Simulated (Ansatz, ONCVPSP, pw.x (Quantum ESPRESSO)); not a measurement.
## pw.x on bcc Cl: one setting changed

Potential: optimised norm-conserving Vanderbilt (ONCV), ONCVPSP 4.0.1.1 (patched build), PBE; core [Ne], reference 3s2 3p5; waves: 3s: rc 1.35 bohr, ncon 4, nbas 7, qcut 5.9 1/bohr, 2 projectors, debl 0.7 Ha; 3p: rc 1.30 bohr, ncon 3, nbas 7, qcut 5.3 1/bohr, 2 projectors, debl 1.5 Ha; d scattering state at 0.04 Ha: rc 1.48 bohr, ncon 4, nbas 7, qcut 10.9 1/bohr, 1 projector; local part: polynomial inside 1.05 bohr (lpopt 5, dvloc0 4 Ha); core correction: none. In the s channel the program set the typed energies aside and used -0.760, 0.250 Ha.

The reference run (k-mesh 13³, cutoffs 75/300 Ry, Fermi–Dirac 0.01 Ry, mixing_beta 0.4, conv_thr 1e-9, no spin) gives -0.11 GPa at 21.926 Å³/atom, where all-electron LAPW gives -0.18 GPa. This run, with its own iteration cap, changes startingwfc to random.

```
&control
  calculation='scf', prefix='x', pseudo_dir='./', outdir='./tmp', tstress=.true., disk_io='none'
/
&system
  ibrav=0, nat=1, ntyp=1, ecutwfc=75, ecutrho=300, nbnd=11,
  occupations='smearing', smearing='fd', degauss=0.01
/
&electrons
  conv_thr=1e-09, mixing_beta=0.4, electron_maxstep=70, startingwfc='random'
/
ATOMIC_SPECIES
Cl 1.0 Cl.UPF
CELL_PARAMETERS angstrom
  -1.76319281 1.76319281 1.76319281
  1.76319281 -1.76319281 1.76319281
  1.76319281 1.76319281 -1.76319281
ATOMIC_POSITIONS crystal
Cl 0.0000 0.0000 0.0000
K_POINTS automatic
13 13 13 0 0 0
```

```bash
pw.x < Cl.scf.in > Cl.scf.out
```

**Question.** How does the run end?

**Answer.** It converges in 5 iterations; the free energy moves by +0.0 meV/atom and the pressure by +0.00 GPa. The result is that of the reference run.

```
Message from routine setup:
     using ibrav=0 with symmetry is DISCOURAGED, use correct ibrav instead
     lattice parameter (alat)  =       5.7711  a.u.
     unit-cell volume          =     147.9640 (a.u.)^3
     number of electrons       =         7.00
     number of Kohn-Sham states=           11
     kinetic-energy cutoff     =      75.0000  Ry
     charge density cutoff     =     300.0000  Ry
     scf convergence threshold =      1.0E-09
     Exchange-correlation= PBE
     number of k points=    84  Fermi-Dirac smearing, width (Ry)=  0.0100
     iteration #  1     ecut=    75.00 Ry     beta= 0.40
     total energy              =     -29.91083289 Ry
     estimated scf accuracy    <       0.00019631 Ry
     iteration #  2     ecut=    75.00 Ry     beta= 0.40
     total energy              =     -29.91087176 Ry
     estimated scf accuracy    <       0.00004494 Ry
     iteration #  3     ecut=    75.00 Ry     beta= 0.40
     total energy              =     -29.91088215 Ry
     estimated scf accuracy    <       0.00000319 Ry
     iteration #  4     ecut=    75.00 Ry     beta= 0.40
     total energy              =     -29.91088267 Ry
     estimated scf accuracy    <          7.1E-09 Ry
     iteration #  5     ecut=    75.00 Ry     beta= 0.40
     the Fermi energy is     2.8557 ev
!    total energy              =     -29.91088268 Ry
     estimated scf accuracy    <          5.3E-10 Ry
     smearing contrib. (-TS)   =      -0.00836895 Ry
     The total energy is F=E-TS. E is the sum of the following terms:
     one-electron contribution =      -1.07044520 Ry
     hartree contribution      =       3.60517001 Ry
     xc contribution           =      -5.67777967 Ry
     ewald contribution        =     -26.75945886 Ry
     convergence has been achieved in   5 iterations
          total   stress  (Ry/bohr**3)                   (kbar)     P=       -1.09
     Message from routine punch:
     Nothing written, as per user request (disk_io='none')
```

The run took about 12 s on one core of a shared host (Neoverse-V1, 32 threads, 247 GiB, load 23).
